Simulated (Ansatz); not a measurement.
The guess for PtS2 was made by a generator: random cell by space group and Wyckoff sites (P4_2/mnm, No. 136). Its size is a rough estimate.

```cif
data_structure
_symmetry_space_group_name_H-M 'P 1'
_symmetry_Int_Tables_number 1
_cell_length_a 4.2935
_cell_length_b 4.2935
_cell_length_c 8.4011
_cell_angle_alpha 90.000
_cell_angle_beta 90.000
_cell_angle_gamma 90.000
_cell_volume 154.87
loop_
_atom_site_label
_atom_site_type_symbol
_atom_site_fract_x
_atom_site_fract_y
_atom_site_fract_z
_atom_site_occupancy
Pt1 Pt 0.00000 0.00000 0.00000 1
Pt2 Pt 0.50000 0.50000 0.50000 1
S1 S 0.69143 0.30857 0.00000 1
S2 S 0.30857 0.69143 0.00000 1
S3 S 0.19143 0.19143 0.50000 1
S4 S 0.80857 0.80857 0.50000 1
```

Level of theory: DFT PBE, scalar-relativistic, plane waves, PAW in Ansatz 0.2.0. Cutoff 420 eV, Gaussian smearing, Γ-centred meshes. Cell and atoms relax first on a coarse mesh and then on a finer one. In between, the cell is made exact in the group found at 0.06 Å. In metals the finer mesh still leaves noise of several meV/atom or more. The steps can't lower the symmetry of their start. No spin polarisation in the relaxation; trial moments died out in a coarse test.

A guess keeps its type if space group and coordination stay and the shape of the cell changes little (axis ratios within about 15 %, angles within 6°); the volume may change.

Task: Will the relaxed cell still be of the starting type?

Result: It doesn't keep its type. The symmetry stays P4_2/mnm (No. 136). The end has the rutile type. The volume per atom shrinks by 26.7 %, from 25.8 to 18.9 Å³. The shortest distance goes from 1.87 Å (Pt–S) to 2.39 Å (Pt–S). The ratio c/a of the conventional cell changes by a factor of 0.36. Counting neighbours within 15 % of an atom's shortest distance, the start has Pt 2, S 1 and the end Pt 6, S 3. In detail, at the end around Pt lie 6 S at 2.39–2.41 Å; S has 3 Pt at 2.39–2.41 Å.

```cif
data_structure
_symmetry_space_group_name_H-M 'P4_2/mnm'
_symmetry_Int_Tables_number 136
_cell_length_a 5.4515
_cell_length_b 5.4515
_cell_length_c 3.8205
_cell_angle_alpha 90.000
_cell_angle_beta 90.000
_cell_angle_gamma 90.000
_cell_volume 113.54
loop_
_atom_site_label
_atom_site_type_symbol
_atom_site_symmetry_multiplicity
_atom_site_Wyckoff_symbol
_atom_site_fract_x
_atom_site_fract_y
_atom_site_fract_z
_atom_site_occupancy
Pt1 Pt 2 a 0.00000 0.00000 0.00000 1
S1 S 4 g 0.69014 0.30986 0.00000 1
```

Energies over the elements count from the elements' standard structures at the same level, with no fitted energy shifts.

Task: At what energy does it end?

Result: −0.03 eV/atom. The formation energy is too near zero to say whether this cell lies below the elements.

The last run used an 8×8×10 mesh (in the run's order of axes) for its 6-atom cell and Gaussian smearing of 0.10 eV. For metals, differences of a few meV/atom aren't resolved. These runs have no spin–orbit coupling, which can matter for Pt. The reference form of S is held partly by dispersion forces, which this level lacks. A structure relaxed within its symmetry needn't be a true minimum. Another cell of PtS2 relaxed alike, in P-3m1 (a cell as deposited in COD), lies 0.35 eV/atom lower, so this cell isn't the stable form at this level.
